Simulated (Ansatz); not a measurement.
# A computed series for BeO: pressure series

Base system: BeO in the wurtzite structure (space group P6_3mc, No. 186; a = 2.712 Å, c = 4.404 Å).

Cell and atoms are relaxed at each pressure.

Computed with PBE (Ansatz, a quantum-chemistry and plane-wave program), spin-orbit coupling left out, earlier PAW set.

```tsv
change	electron mass	lattice parameter a
base	0.53 mₑ along c, 0.60 mₑ across (at Γ)	2.712 Å
pressure −2 GPa	0.53 mₑ along c, 0.59 mₑ across (at Γ)	2.720 Å
pressure −1 GPa	0.53 mₑ along c, 0.60 mₑ across (at Γ)	2.716 Å
pressure 0.3 GPa	0.53 mₑ along c, 0.60 mₑ across (at Γ)	2.710 Å
pressure 0.7 GPa	0.53 mₑ along c, 0.60 mₑ across (at Γ)	2.709 Å
pressure 1.5 GPa	0.54 mₑ along c, 0.61 mₑ across (at Γ)	2.705 Å
pressure 3 GPa	0.54 mₑ along c, 0.61 mₑ across (at Γ)	2.699 Å
pressure 5 GPa	0.55 mₑ along c, 0.62 mₑ across (at Γ)	2.691 Å
pressure 7.5 GPa	0.55 mₑ along c, 0.63 mₑ across (at Γ)	2.681 Å
pressure 10 GPa	0.54 mₑ along c, 0.64 mₑ across (at Γ)	2.672 Å
```

The levels and masses belong to the bands next to the band gap. Load acts through the strain it causes; cell and atoms are relaxed under it. Effective masses come from finite differences of ±0.01 Å⁻¹. Whether these cells are dynamically stable was not tested. Competing high-pressure phases were not computed.
